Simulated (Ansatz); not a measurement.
Input of an Ansatz 0.2.0 run:

input.yaml

```yaml
crystal:
  lattice:
    - [1.58, 0.9122134253, 6.15]
    - [-1.58, 0.9122134253, 6.15]
    - [0.0, -1.8244268506, 6.15]
  atoms:
    - { symbol: Mo, position: [0.0, 0.0, 0.0] }
    - { symbol: S, position: [0.417, 0.417, 0.417] }
    - { symbol: S, position: [0.25, 0.25, 0.25] }
kpoints:
  mp_grid: { grid: [10, 10, 10] }
  band_path:
    path: [[0.0, 0.0, 0.0], [0.5, 0.0, 0.0], [0.5, 0.181334009, -0.181334009]]
    npoints: 10
scf:
  occupations: { method: fermi_dirac, width: 0.05 }
hamiltonian:
  xc: pbe
  pseudopotentials: { kind: all_electron, lapw: { basis_error: 0.002 } }
output:
  forces: true
  stress: true
  eigenvalues: true
```

Potentials or basis: all-electron LAPW, scalar-relativistic.

The run is started by

```sh
$ ansatz run input.yaml --threads 2 --pin off --max-ram 6144MiB --backend cpu --events-out ev --progress --plain --runs-dir out
```

Task: What does it give for the pressure?

Result: 5.4 GPa.

Task: Estimate the band gap on the k mesh.

Result: 0.96 eV, indirect (least direct gap 1.96 eV).

Stress tensor (GPa, compression positive):
```
4.58 0.00 0.00
0.00 4.58 0.00
0.00 0.00 6.97
```

As with any semilocal functional, this PBE gap is likely too small.
